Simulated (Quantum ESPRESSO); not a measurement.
Er under changes of volume

One of the cells (30.500 Å³/atom); the others are scaled copies at fixed shape and fractional positions:

```
Er
1.0
     0.00000    2.47984    2.47984
     2.47984    0.00000    2.47984
     2.47984    2.47984    0.00000
Er
1
Direct
  0.00000 0.00000 0.00000
```

This isn't the form of Er at room conditions, which is hcp.

| Property | Result |
| --- | --- |
| Program | Quantum ESPRESSO 7.5 |
| Functional | PBE |
| Potentials or basis | SSSP 1.3 efficiency PBE |
| Cutoff | 748 eV |
| Density cutoff | 5987 eV |
| k mesh | 9 × 9 × 9 |
| Occupations | fermi-dirac, width 0.05 eV |
| Spin | collinear spin, ferromagnetic start |
| Starting moments | [3.0] μB |

| volume (Å³/atom) | energy over the lowest point (meV/atom) | pressure (GPa) | moment (μB per cell) |
| --- | --- | --- | --- |
| 28.670 | 33.74 | 3.4 | 2.31 |
| 29.280 | 22.56 | 2.9 | 2.30 |
| 29.890 | 13.83 | 2.1 | 2.29 |
| 30.500 | 7.31 | 1.6 | 2.28 |
| 31.110 | ? | ? | ? |
| 31.720 | 0.00 | 0.7 | 2.23 |

Task: What does the run at 31.110 Å³/atom give?

Result: Energy over the lowest point 2.75 meV/atom; pressure 1.2 GPa; moment 2.25 μB per cell.

Worked out: A Birch-Murnaghan fit of order 3 (a polynomial in V^(-2/3)) to the other rows has its minimum at 32.51 Å³/atom, just outside them, with B0 = V·E''(V) = 19.5 GPa and B' = 4.6. It gives 2.77 meV/atom at 31.110 Å³/atom, against the run's 2.75, and -dE/dV = 1.0 GPa, against 1.2. A parabola through the other rows of the moment, of slope -0.0373 μB per Å³/atom there, gives 2.26 μB, against the run's 2.25.

Energies are extrapolated to zero smearing.

Caveats: the magnetic or orbital state may not be the lowest.
